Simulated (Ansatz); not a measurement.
SiGe:

```
Ge Si
1.0
     3.90445    0.00000    0.00000
    -1.95223    3.38135    0.00000
     0.00000    0.00000    6.45078
Ge Si
2 2
Cartesian
  0.0000 2.2542 0.0025
  1.9522 1.1271 3.2279
  0.0000 2.2542 2.4165
  1.9522 1.1271 5.6419
```

The cell comes from a database or a generator and needn't be the stable form of this composition.

Base run:

* Program: Ansatz 0.2.0
* Functional: PBEsol
* Potentials or basis: Ansatz PAW
* Cutoff: 420 eV
* Density cutoff: 1680 eV
* k mesh: 8 × 8 × 4
* Occupations: fixed
* Spin: no spin polarisation

Its results: band gap on the k mesh 0.35 eV, indirect (least direct gap 0.40 eV).

Problem. After a change of settings the same cell gave: band gap on the k mesh 0.29 eV, indirect (least direct gap 0.34 eV). Which change was it?
A. functional from PBEsol to r2SCAN; cutoff from 420 eV to 500 eV; density cutoff from 1680 eV to 2000 eV; occupations from fixed to fermi-dirac, width 0.05 eV
B. occupations from fixed to fermi-dirac, width 0.05 eV; spin from no spin polarisation to spin-orbit coupling, no magnetisation; potential files from those of the base run to others of the same set
C. functional from PBEsol to HSE06; k mesh from 8 × 8 × 4 to 6 × 6 × 4; potential files from those of the base run to others of the same set
D. functional from PBEsol to PBE0; k mesh from 8 × 8 × 4 to 6 × 6 × 4; potential files from those of the base run to others of the same set

Solution. B.

Caveats: the gap is small at this level, which inflates the dielectric constant (some runs).

Not every run made on this cell is shown here.
